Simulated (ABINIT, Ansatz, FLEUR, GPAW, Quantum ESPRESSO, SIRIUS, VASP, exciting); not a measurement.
**Sb: 8 runs at one level of theory**

```
Sb
1.0
    -0.01676    2.38071    2.40165
     2.36975    0.04435    2.34054
     2.40963    2.35947    0.00447
Sb
1
Direct
  0.99246 0.01309 0.98926
```

This isn't the form of Sb at room conditions, which is rhombohedral.

The given cell was strained at random by a few per cent at fixed volume.

Alike in all runs: task single point; functional PBEsol; k mesh 10 × 10 × 10; occupations fermi-dirac, width 0.05 eV; no spin polarisation; no spin-orbit coupling. Pressure is positive in compression and, in plane waves, holds the error of the finite cutoff.

```
                                                         program and potentials  plane-wave cutoff (eV)                                                            notes  band gap (eV)  pressure (GPa)  energy over the undisturbed cell (meV/atom)
                              GPAW, PAW data sets generated for this functional                     600                          15 valence electrons an atom on average         no gap           -1.65                                        -2.15
                                ABINIT, PseudoDojo NC SR PBEsol v0.4.1 standard                    1088                          15 valence electrons an atom on average         no gap           -1.34                                        -1.92
                                                     FLEUR, all-electron, FLAPW                       -                                                                -         no gap               -                                        -2.02
                                                 VASP, PBE PAW files Sb, 520 eV                     520  potentials made for PBE; 5 valence electrons an atom on average         no gap           -1.35                                            -
                                              Quantum ESPRESSO, GBRV 1.5 PBEsol                     612                          15 valence electrons an atom on average         no gap           -1.45                                        -1.96
exciting, all-electron LAPW+lo, shipped species files, valence relativity iora*                       -                                                                -         no gap               -                                        -1.88
                 SIRIUS, PseudoDojo 0.4.1 PBEsol standard (scalar relativistic)                    1102                          15 valence electrons an atom on average         no gap           -1.30                                            -
                                 Ansatz, all-electron LAPW, scalar-relativistic                       -                                                                -         no gap           -1.31                                            -
```

None finds a gap. The pressure spans -1.65 (GPAW, PAW data sets generated for this functional) to -1.30 GPa (SIRIUS, PseudoDojo 0.4.1 PBEsol standard (scalar relativistic)), with all-electron results at -1.31.

The functional is the same throughout but for its coding, so the spread measures potentials, basis and numerics; runs on potential files found faulty are left out.
